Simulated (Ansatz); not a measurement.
A crystal relaxed with r2SCAN in Ansatz 0.2.0 has space group F-43m (No. 216) and a = 6.577 Å.

```json
{"atom": "Ag", "site": "4a", "x": "0.0000", "y": "0.0000", "z": "0.0000"}
{"atom": "Xx", "site": "4d", "x": "0.2500", "y": "0.2500", "z": "0.7500"}
```

With r2SCAN the gap is 1.82 eV and direct, at Γ. HSE06 gives a direct gap of 2.51 eV at Γ. With PBE the gap is 1.34 eV and direct, at Γ. Meshes: r2SCAN 6×6×6, HSE06 4×4×4, PBE 6×6×6. r2SCAN's ε∞ is 4.6 in all directions.

Q: Which element is Xx?
A. H
B. F
C. Cl
D. I

A: D. Xx is I: a 2-atom cell of AgI started from a crystallographic database. Ag is surrounded by 4 I at 2.85 Å; I is surrounded by 4 Ag at 2.85 Å.

The values are computed, spin-unpolarised, and not measurements.

No spin-orbit coupling is included; it can move band edges with weight on the heavy atoms by tenths of an eV.

The meshes of the hybrids are coarse, so their gaps aren't converged to the digits shown.
